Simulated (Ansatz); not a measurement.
# TiO2: tests of the settings

The task here is to estimate one member of a computed series from the others.

Method: DFT r2SCAN, scalar-relativistic, plane waves, PAW, in Ansatz 0.2.0.

1 further run of the same task is left out (set aside as unsound or not needed). Runs told in other sessions of the task aren't counted.

## The system as given

The structure is monoclinic, space group C2/c (No. 15). The conventional cell has a = 5.412 Å, b = 5.413 Å, c = 5.472 Å, α = 90.00°, β = 118.77°, γ = 90.00°. Ti (site symmetry 2) is surrounded by 6 O at 1.93 to 2.00 Å. Around O (site symmetry 1) lie 3 Ti at 1.93 to 2.00 Å.

Cell or atoms stand a little off a more symmetric structure (I4_1/amd at a tolerance of 0.3 Å), so results at this geometry aren't those of that ideal crystal.

Structure file:

```xyz
6
Lattice="2.7060 -2.7067 0.0000 2.7060 2.7067 0.0000 -2.6335 0.0000 4.7966" Properties=species:S:1:pos:R:3 pbc="T T T"
Ti    2.0477    1.9807    1.1992
Ti    0.7309   -1.9807    3.5975
O    -0.6205   -0.6563    3.2001
O     3.3990    0.6563    1.5966
O     2.0823   -0.6563    3.9949
O     0.6963    0.6563    0.8018
```

The structure comes from the Materials Project (structure only); it is used as listed.

## The base run, which the others are set against

Contents of input.yaml:

```yaml
crystal:
  lattice:
    - [2.706034, -2.706655, 0.0]
    - [2.706034, 2.706655, 0.0]
    - [-2.633531, 0.0, 4.796637]
  atoms:
    - { symbol: Ti, position: [0.13411, 0.86589, 0.25] }
    - { symbol: Ti, position: [0.86589, 0.13411, 0.75] }
    - { symbol: O, position: [0.331221, 0.088755, 0.667149] }
    - { symbol: O, position: [0.668779, 0.911245, 0.332851] }
    - { symbol: O, position: [0.911245, 0.668779, 0.832851] }
    - { symbol: O, position: [0.088755, 0.331221, 0.167149] }
basis:
  ecutwfc: 500
kpoints:
  mp_grid: { grid: [8, 8, 6] }
hamiltonian:
  xc: r2scan
scf:
  occupations: { method: gaussian, width: 0.02 }
output:
  forces: true
  stress: true
  eigenvalues: true
  populations: true
  write_density: true
  write_potential: true
  elf: true
  volumetric_format: npy
```

Its results, from an earlier run: -1215.4356 eV/atom at zero smearing, pressure -6.36 GPa, largest force 0.228 eV/Å, gap on the mesh 2.44 eV, in 8 SCF cycles and 17 s.

The first run:

Contents of input.yaml:

```yaml
crystal:
  lattice:
    - [2.706034, -2.706655, 0.0]
    - [2.706034, 2.706655, 0.0]
    - [-2.633531, 0.0, 4.796637]
  atoms:
    - { symbol: Ti, position: [0.13411, 0.86589, 0.25] }
    - { symbol: Ti, position: [0.86589, 0.13411, 0.75] }
    - { symbol: O, position: [0.331221, 0.088755, 0.667149] }
    - { symbol: O, position: [0.668779, 0.911245, 0.332851] }
    - { symbol: O, position: [0.911245, 0.668779, 0.832851] }
    - { symbol: O, position: [0.088755, 0.331221, 0.167149] }
basis:
  ecutwfc: 150
kpoints:
  mp_grid: { grid: [8, 8, 6] }
hamiltonian:
  xc: r2scan
scf:
  occupations: { method: gaussian, width: 0.02 }
output:
  forces: true
  stress: true
  eigenvalues: true
```

Run with:

```sh
$ ansatz run input.yaml --threads 1 --pin off --max-ram 2560MiB --backend cpu --events-out ev --progress --plain --runs-dir out
```

Steps of the session up to this table: Plane-wave cutoff set to 150 eV; Plane-wave cutoff set to 200 eV; Plane-wave cutoff: 250 eV; Plane-wave cutoff set to 300 eV; Plane-wave cutoff set to 350 eV; Plane-wave cutoff set to 380 eV; Plane-wave cutoff set to 460 eV; Plane-wave cutoff: 520 eV; Plane-wave cutoff: 600 eV; Plane-wave cutoff set to 700 eV; Plane-wave cutoff set to 850 eV.

One of the session's tables, all rows but one given; the rest of the session is left out.

It belongs to the step «The sweep of the plane-wave cutoff side by side». 

| cutoff (eV) | ΔE (meV/atom) | pressure (GPa) | largest change of a force component (eV/Å) | gap on the mesh (eV) |
| --- | --- | --- | --- | --- |
| 150 | 21028 | 57.57 | 2.260 | 0.813 |
| 200 | 5557 | -0.87 | 0.564 | 2.702 |
| 250 | 1442 | -14.74 | 0.069 | 2.545 |
| 300 | 332 | -7.56 | 0.063 | 2.421 |
| 350 | 60.3 | -6.38 | 0.004 | 2.438 |
| 380 | 21.2 | -6.36 | 0.000 | 2.443 |
| 460 | ? | ? | ? | ? |
| 500 | 4.11 | -6.36 | 0.001 | 2.441 |
| 520 | 3.67 | -6.37 | 0.000 | 2.441 |
| 600 | 1.80 | -6.37 | 0.000 | 2.441 |
| 700 | 0.67 | -6.37 | 0.000 | 2.441 |
| 850 | 0.00 | -6.38 | 0.000 | 2.441 |

Q: Estimate the row for cutoff (eV) = 460 from the others.

Worked estimate for «ΔE (meV/atom)». A straight line through the neighbours (380, 21.2) and (500, 4.11) gives 21.2 + (4.11 − 21.2) × (460 − 380) / (500 − 380) = 9.81; a parabola fitted to 4 rows on both sides gives -10.41.

**Answer.** ΔE (meV/atom): 4.93; pressure (GPa): -6.35; largest change of a force component (eV/Å): 0.001; gap on the mesh (eV): 2.442. In «ΔE (meV/atom)» the line misses by +4.88 and the parabola by -15.34.

Limits of these values: The settings are coarse, so take the values as rough. Warnings in the runs' records: cutoff below recommended.
